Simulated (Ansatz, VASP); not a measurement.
**One calculation of HfO2, two programs**

INCAR

```
SYSTEM = HfO2
  PREC = Accurate
  ENCUT = 520
  EDIFF = 1E-6
  ISMEAR = -1
  SIGMA = 0.01
  LREAL = .FALSE.
  LASPH = .TRUE.
  NELM = 60
  ALGO = Normal
  ISIF = 2
  LWAVE = .FALSE.
  LCHARG = .FALSE.
  GGA = PE
  NBANDS = 18
```

Contents of KPOINTS:

```
Automatic mesh
0
G
  9 9 9
  0 0 0
```

POSCAR

```
HfO2
1.0
    0.0000000000      2.5489464244      2.5489464244
    2.5489464244      0.0000000000      2.5489464244
    2.5489464244      2.5489464244      0.0000000000
Hf O
1 2
Direct
    0.0000000000      0.0000000000      0.0000000000
    0.2500000000      0.2500000000      0.2500000000
    0.7500000000      0.7500000000      0.7500000000
```

Input for Ansatz:

```yaml
crystal:
  lattice:
    - [0.0, 2.5489464244, 2.5489464244]
    - [2.5489464244, 0.0, 2.5489464244]
    - [2.5489464244, 2.5489464244, 0.0]
  atoms:
    - { symbol: Hf, position: [0.0, 0.0, 0.0] }
    - { symbol: O, position: [0.25, 0.25, 0.25] }
    - { symbol: O, position: [0.75, 0.75, 0.75] }
kpoints:
  mp_grid: { grid: [9, 9, 9] }
  band_path:
    path:
      - [0.0, 0.0, 0.0]
      - [0.5, 0.0, 0.5]
      - [0.625, 0.25, 0.625]
      - [0.375, 0.375, 0.75]
      - [0.0, 0.0, 0.0]
      - [0.5, 0.5, 0.5]
      - [0.5, 0.25, 0.75]
      - [0.5, 0.0, 0.5]
    npoints: 5
scf:
  occupations: { method: fermi_dirac, width: 0.01 }
hamiltonian:
  xc: pbe
  pseudopotentials: { kind: all_electron, lapw: { basis_error: 0.001 } }
output:
  forces: true
  stress: true
  eigenvalues: true
```

Change from the starting cell: volume scaled by 0.99.

Alike in both runs: task single point; functional PBE; k mesh 9 × 9 × 9; occupations fermi-dirac, width 0.01 eV; no spin polarisation.

```csv
,VASP,Ansatz
version,VASP 6.6.1,Ansatz 0.2.0
potentials or method,"VASP PAW PBE potentials, release 64 (Hf_pv, O)","all-electron LAPW, scalar-relativistic"
plane-wave cutoff (eV),520,see its input
```

```tsv
	VASP	Ansatz	Ansatz less VASP
gap on the k mesh at the Fermi level (eV)	3.86	3.85	-0.018
pressure (GPa)	-3.7	0.0	+3.63
```

Ansatz ran all-electron here, so the differences hold the error of VASP's frozen core and of both bases.

Caveats: spin-orbit coupling is left out, which moves the levels of the heavy elements; an odd mesh through Γ misses points on the zone boundary, where band edges often lie.
